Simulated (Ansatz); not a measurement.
The system is Ru.

```
CELL_PARAMETERS angstrom
2.70580 0.00000 0.00000
-1.35290 2.34329 0.00000
0.00000 0.00000 4.28190
ATOMIC_POSITIONS crystal
Ru 0.66667 0.33333 0.75000
Ru 0.33333 0.66667 0.25000
```

* Program: Ansatz 0.2.0
* Task: relaxation of cell and atoms
* Functional: PBE
* Potentials or basis: all-electron LAPW, scalar-relativistic
* Basis error allowed: 0.001 eV/atom
* k mesh: 11 × 11 × 6
* Occupations: fermi-dirac, width 0.05 eV
* Spin: no spin polarisation

At the start: volume 13.57 Å³/atom.

**Question.** Where does the relaxation end?

**Answer.** Over 4 steps the energy falls by 2.7 meV/atom and the volume is 13.77 Å³/atom (+1.4 %); space group P6_3/mmc (No. 194, to 0.05 Å).

Step by step:
| step | energy change (eV) | largest force (eV/Å) | volume (Å³) |
| --- | --- | --- | --- |
| 1 | 0.0000 | 0.0000 | 27.15 |
| 2 | -0.0053 | 0.0000 | 27.54 |
| 3 | -0.0053 | 0.0000 | 27.53 |
| 4 | -0.0053 | 0.0000 | 27.53 |

Final structure:
```cif
data_structure
_symmetry_space_group_name_H-M 'P 1'
_symmetry_Int_Tables_number 1
_cell_length_a 2.7194
_cell_length_b 2.7194
_cell_length_c 4.2993
_cell_angle_alpha 90.000
_cell_angle_beta 90.000
_cell_angle_gamma 120.000
_cell_volume 27.53
loop_
_atom_site_label
_atom_site_type_symbol
_atom_site_fract_x
_atom_site_fract_y
_atom_site_fract_z
_atom_site_occupancy
Ru1 Ru 0.66667 0.33333 0.75000 1
Ru2 Ru 0.33333 0.66667 0.25000 1
```
